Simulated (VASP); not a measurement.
# What goes wrong when the modes of InSe are computed with a bad input, part 2 of 3

Some phonon runs on InSe get a fault in the input on purpose. Which of them show, and how? The starting structure is a computed structure from the Materials Project.

VASP 6.6.1.

## Step 2: Reference modes (continued)

Level of this step: LDA; plane waves and PAW (In_d, Se) (VASP).

OUTCAR, selected parts (step 2):

```text
ion  position               nearest neighbor table
   1  0.333  0.667  0.084-   7 2.62   7 2.62   7 2.62   2 2.74
   2  0.333  0.667  0.916-   8 2.62   8 2.62   8 2.62   1 2.74
   3  0.000  0.000  0.416-   5 2.62   5 2.62   5 2.62   4 2.74
   4  0.000  0.000  0.584-   6 2.62   6 2.62   6 2.62   3 2.74
   5  0.333  0.667  0.338-   3 2.62   3 2.62   3 2.62
   6  0.333  0.667  0.662-   4 2.62   4 2.62   4 2.62
   7  0.667  0.333  0.162-   1 2.62   1 2.62   1 2.62
   8  0.667  0.333  0.838-   2 2.62   2 2.62   2 2.62

  LATTYP: Found a hexagonal cell.
 ALAT       =     3.9776146520
 C/A-ratio  =     4.0906323872

 Subroutine GETGRP returns: Found 12 space group operations
 (whereof 12 operations were pure point group operations)

The static configuration has the point symmetry D_3h.

 Found     14 irreducible k-points:

   k-points           NKPTS =     14   k-points in BZ     NKDIM =     14   number of bands    NBANDS=     47

   dimension x,y,z NGX =    28 NGY =   28 NGZ =  120
   dimension x,y,z NGXF=    56 NGYF=   56 NGZF=  240

   ENCUT  =  450.0 eV  33.07 Ry    5.75 a.u.   6.88  6.88 28.14*2*pi/ulx,y,z

   NELECT =      76.0000    total number of electrons

 k-points in reciprocal lattice and weights: Automatic mesh
   0.00000000  0.00000000  0.00000000       0.014
   0.16666667  0.00000000  0.00000000       0.083
   0.33333333 -0.00000000  0.00000000       0.083
   0.50000000  0.00000000  0.00000000       0.042
   0.16666667  0.16666667  0.00000000       0.083
   0.33333333  0.16666667  0.00000000       0.167
   0.33333333  0.33333333  0.00000000       0.028
   0.00000000  0.00000000  0.50000000       0.014
   0.16666667  0.00000000  0.50000000       0.083
[...]
0.33333333  0.16666667  0.50000000       0.167
   0.33333333  0.33333333  0.50000000       0.028

 average (electrostatic) potential at core
       1 -96.2596       2 -96.2596       3 -96.2412       4 -96.2412       5 -59.9109
       6 -59.9109       7 -59.9227       8 -59.9227

  Total       -0.0041029     -0.0041029     -0.0024214      0.0000000      0.0000000      0.0000000
  in kB       -0.0294854     -0.0294854     -0.0174013      0.0000000      0.0000000      0.0000000
  external PRESSURE =      -0.0254574 kB  Pullay stress =       0.0000000 kB

  energy-cutoff  :      450.00
  volume of cell :      222.94
      direct lattice vectors                 reciprocal lattice vectors
     3.977614652  0.000000000  0.000000000     0.251406958  0.145149875  0.000000000
    -1.988807326  3.444715335  0.000000000     0.000000000  0.290299750  0.000000000
     0.000000000  0.000000000 16.270959319     0.000000000  0.000000000  0.061459191

 POSITION                                       TOTAL-FORCE (eV/Angst)
 -----------------------------------------------------------------------------------
     -0.00000      2.29648      1.37239         0.000000     -0.000000      0.000786
     -0.00000      2.29648     14.89857         0.000000     -0.000000     -0.000786
      0.00000      0.00000      6.76321        -0.000000      0.000000     -0.001176
      0.00000      0.00000      9.50775         0.000000     -0.000000      0.001176
     -0.00000      2.29648      5.49519        -0.000000      0.000000      0.000097
     -0.00000      2.29648     10.77577        -0.000000     -0.000000     -0.000097
      1.98881      1.14824      2.64158        -0.000000      0.000000     -0.000843
      1.98881      1.14824     13.62938        -0.000000     -0.000000      0.000843
 -----------------------------------------------------------------------------------
    total drift:                               -0.000001      0.000001     -0.000000

 MACROSCOPIC STATIC DIELECTRIC TENSOR (including local field effects in DFT)
 ------------------------------------------------------
           9.687218    -0.000000     0.000000
          -0.000000     9.687218     0.000000
           0.000000    -0.000000   271.415267
 ------------------------------------------------------

 PIEZOELECTRIC TENSOR (including local field effects)  for field in x, y, z        (C/m^2)
          XX          YY          ZZ          XY          YZ          ZX
  --------------------------------------------------------------------------------
  x     0.00000     0.00000     0.00000     0.63254     0.00000     0.00000
  y     0.63254    -0.63254     0.00000     0.00000     0.00000     0.00000
  z     0.00000     0.00000     0.00000     0.00000    -0.00000     0.00000

 BORN EFFECTIVE CHARGES (including local field effects) (in |e|, cummulative output)
 ---------------------------------------------------------------------------------
 ion    1
    1     2.39037     0.00000     0.00000
    2     0.00000     2.39037     0.00000
    3     0.00000     0.00000     2.06999
 ion    2
    1     2.39037     0.00000     0.00000
    2     0.00000     2.39037    -0.00000
    3     0.00000     0.00000     2.06999
 ion    3
    1     2.45496     0.00000     0.00000
    2     0.00000     2.45496     0.00000
    3    -0.00000    -0.00000     1.31902
 ion    4
    1     2.45496     0.00000     0.00000
    2     0.00000     2.45496    -0.00000
    3     0.00000     0.00000     1.31902
 ion    5
    1    -2.41020     0.00000     0.00000
    2     0.00000    -2.41020     0.00000
    3     0.00000    -0.00000    -1.72253
 ion    6
    1    -2.41020     0.00000     0.00000
    2     0.00000    -2.41020    -0.00000
    3    -0.00000     0.00000    -1.72253
 ion    7
    1    -2.43512     0.00000     0.00000
    2     0.00000    -2.43512     0.00000
    3    -0.00000     0.00000    -1.66648
 ion    8
    1    -2.43512     0.00000     0.00000
    2     0.00000    -2.43512     0.00000
    3     0.00000    -0.00000    -1.66648

 Eigenvectors and eigenvalues of the dynamical matrix
 ----------------------------------------------------

   1 f  =    6.848470 THz    43.030206 2PiTHz  228.440368 cm-1    28.322983 meV
             X         Y         Z           dx          dy          dz
     -0.000000  2.296477  1.372385    -0.000000   -0.000000    0.251873
     -0.000000  2.296477 14.898574     0.000000   -0.000000   -0.251873
      0.000000  0.000000  6.763207     0.000000    0.000000    0.536393
      0.000000  0.000000  9.507752    -0.000000    0.000000   -0.536393
     -0.000000  2.296477  5.495193    -0.000000   -0.000000   -0.351305
     -0.000000  2.296477 10.775766     0.000000   -0.000000    0.351305
      1.988807  1.148238  2.641575     0.000000    0.000000   -0.159459
      1.988807  1.148238 13.629384    -0.000000    0.000000    0.159459

   2 f  =    6.818721 THz    42.843288 2PiTHz  227.448050 cm-1    28.199951 meV
             X         Y         Z           dx          dy          dz
[...]
-0.000000  2.296477 10.775766    -0.000000   -0.000000    0.164811
      1.988807  1.148238  2.641575     0.000000    0.000000    0.348946
      1.988807  1.148238 13.629384     0.000000   -0.000000   -0.348946

   3 f  =    6.012852 THz    37.779866 2PiTHz  200.567170 cm-1    24.867149 meV
             X         Y         Z           dx          dy          dz
     -0.000000  2.296477  1.372385     0.000000    0.000000   -0.279893
     -0.000000  2.296477 14.898574    -0.000000   -0.000000   -0.279893
      0.000000  0.000000  6.763207    -0.000000   -0.000000    0.335929
      0.000000  0.000000  9.507752     0.000000    0.000000    0.335929
     -0.000000  2.296477  5.495193     0.000000    0.000000   -0.425640
     -0.000000  2.296477 10.775766    -0.000000   -0.000000   -0.425640
      1.988807  1.148238  2.641575    -0.000000   -0.000000    0.357270
      1.988807  1.148238 13.629384     0.000000    0.000000    0.357270

   4 f  =    5.698712 THz    35.806066 2PiTHz  190.088585 cm-1    23.567970 meV
             X         Y         Z           dx          dy          dz
     -0.000000  2.296477  1.372385    -0.000000   -0.000000   -0.346876
     -0.000000  2.296477 14.898574    -0.000000   -0.000000   -0.346876
      0.000000  0.000000  6.763207     0.000000    0.000000   -0.288742
      0.000000  0.000000  9.507752     0.000000   -0.000000   -0.288742
     -0.000000  2.296477  5.495193    -0.000000   -0.000000    0.350087
     -0.000000  2.296477 10.775766    -0.000000    0.000000    0.350087
      1.988807  1.148238  2.641575     0.000000    0.000000    0.416827
      1.988807  1.148238 13.629384     0.000000    0.000000    0.416827

   5 f  =    5.401335 THz    33.937590 2PiTHz  180.169148 cm-1    22.338117 meV
             X         Y         Z           dx          dy          dz
     -0.000000  2.296477  1.372385    -0.000039   -0.184618    0.000000
     -0.000000  2.296477 14.898574    -0.000039   -0.184618    0.000000
      0.000000  0.000000  6.763207     0.000084    0.402344    0.000000
      0.000000  0.000000  9.507752     0.000084    0.402344   -0.000000
     -0.000000  2.296477  5.495193    -0.000105   -0.498332    0.000000
     -0.000000  2.296477 10.775766    -0.000105   -0.498332   -0.000000
      1.988807  1.148238  2.641575     0.000050    0.236010   -0.000000
      1.988807  1.148238 13.629384     0.000050    0.236010   -0.000000

   6 f  =    5.401335 THz    33.937590 2PiTHz  180.169148 cm-1    22.338117 meV
             X         Y         Z           dx          dy          dz
     -0.000000  2.296477  1.372385     0.184618   -0.000039   -0.000000
     -0.000000  2.296477 14.898574     0.184618   -0.000039   -0.000000
      0.000000  0.000000  6.763207    -0.402344    0.000084    0.000000
      0.000000  0.000000  9.507752    -0.402344    0.000084   -0.000000
     -0.000000  2.296477  5.495193     0.498332   -0.000105    0.000000
     -0.000000  2.296477 10.775766     0.498332   -0.000105   -0.000000
      1.988807  1.148238  2.641575    -0.236010    0.000050    0.000000
      1.988807  1.148238 13.629384    -0.236010    0.000050    0.000000

   7 f  =    5.320624 THz    33.430470 2PiTHz  177.476929 cm-1    22.004325 meV
             X         Y         Z           dx          dy          dz
     -0.000000  2.296477  1.372385    -0.000043    0.408895   -0.000000
     -0.000000  2.296477 14.898574    -0.000043    0.408895   -0.000000
      0.000000  0.000000  6.763207    -0.000020    0.191344   -0.000000
      0.000000  0.000000  9.507752    -0.000020    0.191344   -0.000000
     -0.000000  2.296477  5.495193     0.000024   -0.230490    0.000000
     -0.000000  2.296477 10.775766     0.000024   -0.230490    0.000000
      1.988807  1.148238  2.641575     0.000052   -0.493018    0.000000
      1.988807  1.148238 13.629384     0.000052   -0.493018    0.000000

   8 f  =    5.320624 THz    33.430470 2PiTHz  177.476929 cm-1    22.004325 meV
             X         Y         Z           dx          dy          dz
     -0.000000  2.296477  1.372385     0.408895    0.000043   -0.000000
     -0.000000  2.296477 14.898574     0.408895    0.000043   -0.000000
      0.000000  0.000000  6.763207     0.191344    0.000020    0.000000
      0.000000  0.000000  9.507752     0.191344    0.000020   -0.000000
     -0.000000  2.296477  5.495193    -0.230490   -0.000024    0.000000
     -0.000000  2.296477 10.775766    -0.230490   -0.000024   -0.000000
      1.988807  1.148238  2.641575    -0.493018   -0.000052    0.000000
      1.988807  1.148238 13.629384    -0.493018   -0.000052    0.000000

   9 f  =    5.290717 THz    33.242555 2PiTHz  176.479321 cm-1    21.880637 meV
             X         Y         Z           dx          dy          dz
     -0.000000  2.296477  1.372385    -0.000010   -0.183416    0.000000
     -0.000000  2.296477 14.898574     0.000010    0.183416   -0.000000
      0.000000  0.000000  6.763207     0.000022    0.389163    0.000000
      0.000000  0.000000  9.507752    -0.000022   -0.389163    0.000000
     -0.000000  2.296477  5.495193    -0.000029   -0.504110   -0.000000
     -0.000000  2.296477 10.775766     0.000029    0.504110    0.000000
      1.988807  1.148238  2.641575     0.000014    0.246545   -0.000000
      1.988807  1.148238 13.629384    -0.000014   -0.246545   -0.000000

  10 f  =    5.290717 THz    33.242555 2PiTHz  176.479321 cm-1    21.880637 meV
             X         Y         Z           dx          dy          dz
     -0.000000  2.296477  1.372385    -0.183416    0.000010   -0.000000
     -0.000000  2.296477 14.898574     0.183416   -0.000010   -0.000000
      0.000000  0.000000  6.763207     0.389163   -0.000022   -0.000000
      0.000000  0.000000  9.507752    -0.389163    0.000022    0.000000
     -0.000000  2.296477  5.495193    -0.504110    0.000029   -0.000000
     -0.000000  2.296477 10.775766     0.504110   -0.000029    0.000000
      1.988807  1.148238  2.641575     0.246545   -0.000014    0.000000
      1.988807  1.148238 13.629384    -0.246545    0.000014    0.000000

  11 f  =    5.206706 THz    32.714696 2PiTHz  173.677004 cm-1    21.533194 meV
             X         Y         Z           dx          dy          dz
     -0.000000  2.296477  1.372385    -0.000139   -0.394677   -0.000000
     -0.000000  2.296477 14.898574     0.000139    0.394677   -0.000000
      0.000000  0.000000  6.763207    -0.000067   -0.190197    0.000000
      0.000000  0.000000  9.507752     0.000067    0.190197    0.000000
    [... 145 further lines ...]
      1.988807  1.148238  2.641575     0.000000    0.000000   -0.312884
      1.988807  1.148238 13.629384     0.000000    0.000000   -0.312884

 MACROSCOPIC STATIC DIELECTRIC TENSOR IONIC CONTRIBUTION
 ------------------------------------------------------
           3.557596     0.000000     0.000000
           0.000000     3.557596     0.000000
           0.000000     0.000000     2.104744
 ------------------------------------------------------

 ELASTIC MODULI CONTR FROM IONIC RELAXATION (kBar)
 Direction    XX          YY          ZZ          XY          YZ          ZX
 --------------------------------------------------------------------------------
 XX        -335.4657    -86.4611   -162.6191     -0.0000     -0.0000      0.0000
 YY         -86.4611   -335.4657   -162.6191     -0.0000      0.0000      0.0000
 ZZ        -162.6191   -162.6191   -649.0899     -0.0000     -0.0000      0.0000
 XY          -0.0000     -0.0000     -0.0000   -124.5023     -0.0000     -0.0000
 YZ           0.0000     -0.0000     -0.0000     -0.0000   -240.3497      0.0000
 ZX           0.0000      0.0000      0.0000     -0.0000      0.0000   -304.4789
 --------------------------------------------------------------------------------

 PIEZOELECTRIC TENSOR IONIC CONTR  for field in x, y, z        (C/m^2)
          XX          YY          ZZ          XY          YZ          ZX
  --------------------------------------------------------------------------------
  x    -0.00000     0.00000    -0.00000    -0.61011    -0.00000    -0.00000
  y    -0.61011     0.61011     0.00000    -0.00000    -0.00000    -0.00000
  z    -0.00000    -0.00000    -0.00000    -0.00000     0.00000    -0.00000
```

Energies printed during the response cycles are not total energies of the cell.

Reference: the zone-centre modes are at the top A2'' (3) 200.6, A2'' (2) 190.1, E' (2) 180.2, E'' (3) 173.7 cm⁻¹, at the bottom E'' (2) 40.5, E'' (1) 36.7, A2'' (1) 34.6, E' (1) 21.1 cm⁻¹, with 2 more of the listed ones between (levels within 1 cm⁻¹ of another are left out).

## Step 3: Modes with finite displacements, else as the reference

Against step 2 the input has IBRION = 6, NFREE = 2, POTIM = 0.015 and no LEPSILON (also changed: NSW).

Contents of INCAR:

```
SYSTEM = InSe
PREC = Accurate
ENCUT = 450
EDIFF = 1E-08
NELM = 100
ISMEAR = 0
SIGMA = 0.03
LREAL = .FALSE.
ALGO = Normal
GGA = CA
NBANDS = 47
LORBIT = 11
LWAVE = .FALSE.
LCHARG = .FALSE.
KPAR = 4
IBRION = 6
NFREE = 2
POTIM = 0.015
NSW = 1
ISIF = 2
```

Contents of POSCAR:

```
InSe
1.0
    3.9776146520      0.0000000000      0.0000000000
   -1.9888073260      3.4447153351      0.0000000000
    0.0000000000      0.0000000000     16.2709593191
In Se
4 4
Direct
    0.3333333333      0.6666666667      0.0843456828
    0.3333333333      0.6666666667      0.9156543172
    0.0000000000      0.0000000000      0.4156612558
    0.0000000000      0.0000000000      0.5843387442
    0.3333333333      0.6666666667      0.3377301405
    0.3333333333      0.6666666667      0.6622698595
    0.6666666667      0.3333333333      0.1623490864
    0.6666666667      0.3333333333      0.8376509136
```

Contents of KPOINTS:

```
Automatic mesh
0
Gamma
6 6 2
0 0 0
```

PAW data sets: In_d and Se (LDA family, release 64).

On the command line:

```
$ mpirun -np 4 vasp_std
```

The log of the run:

```text
[... set-up lines as in an earlier step ...]
 entering main loop
       N       E                     dE             d eps       ncg     rms          rms(c)
[... 16 cycles as in an earlier step ...]
   1 F= -.33327694E+02 E0= -.33327694E+02  d E =-.693431E-07
[... from here on, the cycles between the ionic steps are left out ...]
   2 F= -.33327095E+02 E0= -.33327095E+02  d E =-.692411E-07
   3 F= -.33327095E+02 E0= -.33327095E+02  d E =-.692347E-07
   4 F= -.33326413E+02 E0= -.33326413E+02  d E =-.252053E-06
   5 F= -.33326361E+02 E0= -.33326361E+02  d E =-.180432E-07
   6 F= -.33327092E+02 E0= -.33327092E+02  d E =-.691619E-07
   7 F= -.33327092E+02 E0= -.33327092E+02  d E =-.691644E-07
   8 F= -.33326352E+02 E0= -.33326352E+02  d E =-.190928E-07
   9 F= -.33326413E+02 E0= -.33326413E+02  d E =-.240220E-06
  10 F= -.33327052E+02 E0= -.33327052E+02  d E =-.694906E-07
  11 F= -.33327052E+02 E0= -.33327052E+02  d E =-.695051E-07
  12 F= -.33326928E+02 E0= -.33326928E+02  d E =-.116154E-06
  13 F= -.33326907E+02 E0= -.33326907E+02  d E =-.420120E-07
  14 F= -.33327068E+02 E0= -.33327068E+02  d E =-.694999E-07
  15 F= -.33327068E+02 E0= -.33327068E+02  d E =-.694587E-07
  16 F= -.33326916E+02 E0= -.33326916E+02  d E =-.369512E-07
  17 F= -.33326951E+02 E0= -.33326951E+02  d E =-.130229E-06
 Finite differences progress:
  Degree of freedom:   8/  8
  Displacement:        2/  2
  Total:              16/ 16
```

Wall time 7 min (4 MPI ranks of Intel Xeon 6975P-C (Granite Rapids), shared host); peak memory 2.2 GiB; 28 min of CPU time.

Parts of OUTCAR (step 3):

```text
  Total        0.1073136      0.1073136      0.1119619      0.0000000     -0.0000000     -0.0000000
  in kB        0.7712162      0.7712162      0.8046215      0.0000000     -0.0000000     -0.0000000
  external PRESSURE =       0.7823513 kB  Pullay stress =       0.0000000 kB

 POSITION                                       TOTAL-FORCE (eV/Angst)
 -----------------------------------------------------------------------------------
     -0.00000      2.29648      1.37239        -0.000000      0.000000     -0.093665
     -0.00000      2.29648     14.89857         0.000000     -0.000000     -0.000962
      0.00000      0.00000      6.76321         0.000000     -0.000000     -0.000313
      0.00000      0.00000      9.50775        -0.000000     -0.000000      0.003653
     -0.00000      2.29648      5.49519         0.000000     -0.000000     -0.005085
     -0.00000      2.29648     10.77577         0.000000     -0.000000     -0.002773
      1.98881      1.14824      2.62658        -0.000000     -0.000000      0.100854
      1.98881      1.14824     13.62938         0.000000     -0.000000     -0.001709
 -----------------------------------------------------------------------------------
    total drift:                               -0.000001      0.000001      0.000127

  FREE ENERGIE OF THE ION-ELECTRON SYSTEM (eV)
  ---------------------------------------------------
  free  energy   TOTEN  =       -33.3269513216 eV

  energy  without entropy=      -33.3269511914  energy(sigma->0) =      -33.32695126

[... 2 parts as in an earlier step ...]

[... 1 further part left out ...]
[key lines of the parts left out:]
E-fermi :   4.6187
```

The last energy, forces and stress in OUTCAR belong to the last displaced cell, not to that of POSCAR.

With finite displacements, else as the reference the compared modes are at the top A2'' (3) 199.4, A2'' (2) 189.9 cm⁻¹, at the bottom A2'' (1) 35.1, E' (1) 21.0 cm⁻¹, with 6 more of the listed ones between; the largest shift among the levels compared is -1.2 cm⁻¹, in A2'' (3), from the reference.

(Continued in part 3 of 3.)

[Lines on the potential files, build, host, timing and source positions are cut from VASP's logs without a mark.]

[Logs are printed without paths, hosts, clocks, repeated set-up lines and the standing remarks that a program may print on its own settings, such as how far it seeks lower states.]

[Hosts, paths, dates, database ids (printed as entryN), source tags and the programs' standing remarks are cut or masked in the printed files.]
